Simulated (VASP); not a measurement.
A run of VASP 6.6.1 is set up as follows.

The input INCAR:

```
PREC     = Accurate       # precision mode
ENCUT    = 520            # plane-wave cutoff, eV
EDIFF    = 1E-7           # SCF threshold, eV
ISMEAR   = 0              # smearing method
SIGMA    = 0.1            # smearing width, eV
LREAL    = F              # projectors in reciprocal space
LASPH    = T              # aspherical terms in the spheres
NELM     = 80             # most SCF steps
ALGO     = Normal         # electronic algorithm
ISIF     = 2              # what is computed and relaxed
LWAVE    = F              # write WAVECAR
LCHARG   = F              # write CHGCAR
GGA      = PS             # functional
NBANDS   = 18             # bands
```

Contents of KPOINTS:

```
regular mesh
0
Gamma
  14 14 14
```

Contents of POSCAR:

```
ZnAu
1.0
    3.1281886189      0.0000000000      0.0000000000
    0.0000000000      3.1281886189      0.0000000000
    0.0000000000      0.0000000000      3.1281886189
Zn Au
1 1
Direct
    0.5000000000      0.5000000000      0.5000000000
    0.0000000000      0.0000000000      0.0000000000
```

Potentials or basis: VASP PAW PBE potentials, release 64 (Zn, Au).

Run with:

```sh
$ cat potpaw_PBE.64/Zn/POTCAR potpaw_PBE.64/Au/POTCAR > POTCAR
$ mpirun -np 1 vasp_std > vasp.out
```

What does it give for the pressure?

0.2 GPa.

Estimate the band gap on the k mesh.

none (metal or under the smearing width).

Caveat: the PAW data sets were made with another functional, which shifts forces and pressure a little. Spin-orbit coupling is left out, which matters for the levels of Au.
